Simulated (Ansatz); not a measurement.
Contact densities of V against volume

```yaml
crystal:
  lattice:
    - [-1.51300, 1.51300, 1.51300]
    - [1.51300, -1.51300, 1.51300]
    - [1.51300, 1.51300, -1.51300]
  atoms:
    - { symbol: V, position: [0.00000, 0.00000, 0.00000] }
```

The cell comes from COD entry 7101267, which wasn't checked; take it as a given geometry.

Theory: DFT, PBE, all-electron PAW with datasets made for the crystal, scalar-relativistic in Ansatz 0.2.0.

Sampling and basis: a Γ-centred 19×19×19 k mesh, Fermi–Dirac smearing of 0.03 eV, cutoff 280 eV (chosen by the program for this cell), spin-polarised from start moments V 1.5 μB (the moments died away, and the run ended non-magnetic).

The contact density is the mean electron density over the nuclear volume; its changes follow the s electrons' response to bonding and compression. Changes below are taken from the unscaled cell, where it is 66061.4 e/Å³ at V.

Volumes at which the program chose other datasets or cutoffs are left out.

```csv
V/V(cell),P (GPa),Δρ(0) V (e/Å³),cell moment (μB)
0.9800,-1.8,?,0.00
0.9900,-3.5,0.19,0.00
1.0000,-5.2,0.00,0.00
1.0100,-6.7,?,0.00
1.0200,-8.2,-0.38,0.00
1.0400,-11.0,?,0.00
```

Fill in "Δρ(0) V (e/Å³)" for the row "0.9800".

0.39.

Give the missing entry: row "1.0100", column "Δρ(0) V (e/Å³)".

-0.19.

What belongs in the row "1.0400", column "Δρ(0) V (e/Å³)"?

-0.75.

The datasets are made afresh for each cell, so very small changes are uncertain.
